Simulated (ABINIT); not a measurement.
Crystal: Ni.

```
Ni
1.0
    -1.38372    1.38372    1.38372
     1.38372   -1.38372    1.38372
     1.38372    1.38372   -1.38372
Ni
1
Direct
  0.00000 0.00000 0.00000
```

This isn't the form of Ni at room conditions, which is fcc.

Base run:

| Item | Value |
| --- | --- |
| Program | ABINIT 10.8.3 (patched build) |
| Functional | revPBE |
| Potentials or basis | JTH PAW PBE v2.0 |
| Cutoff | 1333 eV |
| k mesh | 13 × 13 × 13 |
| Occupations | fermi-dirac, width 0.05 eV |
| Spin | collinear spin, ferromagnetic start |
| Starting moments | [1.0] μB |

Its results: band gap on the k mesh none (metal or under the smearing width); pressure 12.4 GPa; net moment 0.59 μB per cell; site moments Ni +0.62 μB.

After a change of settings the same cell gave: band gap on the k mesh none (metal or under the smearing width); pressure -2.7 GPa; net moment 0.59 μB per cell; site moments Ni +0.62 μB. Which change was it?
A. functional from revPBE to RPBE
B. functional from revPBE to AM05
C. functional from revPBE to BLYP
D. functional from revPBE to LDA

B.

AM05 binds more tightly than revPBE, so the same cell stands under less pressure.

Caveats: the PAW data sets were made with another functional, which shifts forces and pressure a little.

Runs at the PBE level aren't shown here.
